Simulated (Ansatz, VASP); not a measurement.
## Two plane-wave programs on B

```xyz
4
Lattice="-1.6291 0.0002 -0.0158 -0.0385 -0.0156 -3.8858 -0.0002 -5.7140 -0.0221" Properties=species:S:1:pos:R:3 pbc="T T T"
B    -1.6525   -5.7232   -1.5640
B    -1.6525   -2.8664   -1.5522
B    -0.8299   -4.2913   -2.3850
B    -0.8299   -1.4345   -2.3730
```

Change from the starting cell: cell x2, atoms moved at random (sigma 0.1 Å) and cell strained at random (1.5 %), then relaxed without symmetry.

Alike in both runs: functional PBE; k mesh 12 × 6 × 4; occupations gaussian, width 0.2 eV; no spin polarisation.

Ansatz relaxed the structure, and its values are those at the end. VASP's run is a single point on that final structure, the one shown.

|  | VASP | Ansatz |
| --- | --- | --- |
| version | VASP 6.6.1 | Ansatz 0.2.0 |
| potentials or method | VASP PAW PBE potentials, release 64 (B) | scalar-relativistic, plane waves, PAW |
| plane-wave cutoff (eV) | 520 | 420 |
| valence electrons in the cell | 12 | 12 |

```csv
,VASP,Ansatz,Ansatz less VASP
gap on the k mesh at the Fermi level (eV),none,none,-
pressure (GPa),0.0,0.1,+0.02
```

A gap of «none» marks a metal or a gap that the smearing closes.
